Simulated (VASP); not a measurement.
Runs of VASP 6.6.1 on ZnS (Wurtzite-4H). Symmetry: P6_3mc, No. 186, hexagonal system. The conventional cell has a = 3.823 Å, b = 3.823 Å, c = 12.520 Å, α = 90.00°, β = 90.00°, γ = 120.00°. Zn (site symmetry 3m) has 4 S at 2.34 to 2.35 Å as nearest neighbours. Zn (site symmetry 3m) has 4 S at 2.34 to 2.35 Å as nearest neighbours. S (site symmetry 3m) has 4 Zn at 2.34 to 2.35 Å as nearest neighbours. S (site symmetry 3m) has 4 Zn at 2.34 to 2.35 Å as nearest neighbours. 

```tsv
task	level	cell	cutoff (eV)	gap on the mesh (eV)	pressure (GPa)	relaxed volume (Å³/atom)	largest force (eV/Å)
relaxation of cell and atoms	PBE+D3	relaxed	600	2.20	0.0	(a)	0.01
relaxation of cell and atoms	PBEsol+D4	relaxed	600	2.20	0.0	18.92	0.01
band structure	PW91	as given	520	2.12	1.4	-	0.04
band structure	AM05	as given	520	2.12	(b)	-	0.04
relaxation of cell and atoms	revPBE	relaxed	600	2.05	0.0	20.76	0.01
```

Alike in all rows: potentials or basis VASP PAW PBE potentials, release 64 (Zn, S); no spin polarisation; k mesh 8 × 8 × 3; smearing fermi-dirac 0.05 eV.

Q: Estimate the missing entries.

A: (a) 19.53; (b) -1.5.

Caveats: the PAW data sets were made with another functional, which shifts forces and pressure a little (some runs); an odd mesh through Γ misses points on the zone boundary, where band edges often lie (some runs).

Not every run made on this cell is shown here.
